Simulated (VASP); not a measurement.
## InSe: atomic charges with PBE

Crystal: InSe.

```xyz
8
Lattice="4.0473 0.0000 0.0000 -2.0237 3.5051 0.0000 0.0000 0.0000 18.0521" Properties=species:S:1:pos:R:3 pbc="T T T"
In    0.0000    2.3367    1.3971
In    0.0000    2.3367   16.6550
In    0.0000    0.0000    7.6289
In    0.0000    0.0000   10.4231
Se    0.0000    2.3367    6.3721
Se    0.0000    2.3367   11.6800
Se    2.0237    1.1684    2.6537
Se    2.0237    1.1684   15.3984
```

Measurements of this composition are mostly on another form, of space group No. 160.

```yaml
Program: VASP 6.6.1
Task: atomic charges
Functional: PBE
Potentials_or_basis: VASP PAW PBE potentials, release 64 (In_d, Se)
Cutoff: 520 eV
k_mesh: 6 × 6 × 2
Occupations: gaussian, width 0.02 eV
Spin: no spin polarisation
Further_INCAR_settings: ALGO = Normal; EDIFF = 1e-07
```

* Pressure: 1.5 GPa
* Largest force: 0.254 eV/Å
* Band gap on the k mesh: 0.72 eV, direct
* Valence electrons inside the program's atomic spheres: In 11.40; Se 3.83

Forces in eV/Å, atoms in the order of the input:
```
In   0.000  0.000 -0.112
In   0.000  0.000  0.112
In   0.000  0.000  0.111
In   0.000  0.000 -0.111
Se   0.000  0.000 -0.252
Se   0.000  0.000  0.252
Se   0.000  0.000  0.254
Se   0.000  0.000 -0.254
```

Stress tensor (GPa, compression positive):
```
1.50 0.00 0.00
0.00 1.50 0.00
0.00 0.00 1.41
```

Levels at points of the mesh, in eV from the valence-band top:
```
           k point  band 34  band 35  band 36  band 37  band 38  band 39  band 40  band 41  band 42  band 43
(0.00, 0.00, 0.00)    -1.00    -0.95    -0.95    -0.94     0.00     0.72     1.50     2.24     2.28     4.47
(0.50, 0.00, 0.00)    -1.95    -1.93    -1.86    -1.44    -1.31     1.72     1.72     1.94     1.95     3.66
(0.00, 0.00, 0.50)    -0.97    -0.97    -0.97    -0.55    -0.54     1.18     1.20     2.26     2.27     4.48
(0.50, 0.00, 0.50)    -2.02    -1.90    -1.90    -1.38    -1.34     1.62     1.70     1.94     2.07     3.68
```

It took 2.1 min on 1 thread of Intel(R) Xeon(R) 6975P-C (Granite Rapids), with other jobs on the host, peak memory 0.41 GiB.

Caveat: spin-orbit coupling is left out, which moves the levels of the heavy elements; this functional lacks dispersion, which binds the layers, so the pressure and a relaxed spacing across them are unreliable. A hybrid or GW would open this gap; PBE tends to underestimate it.
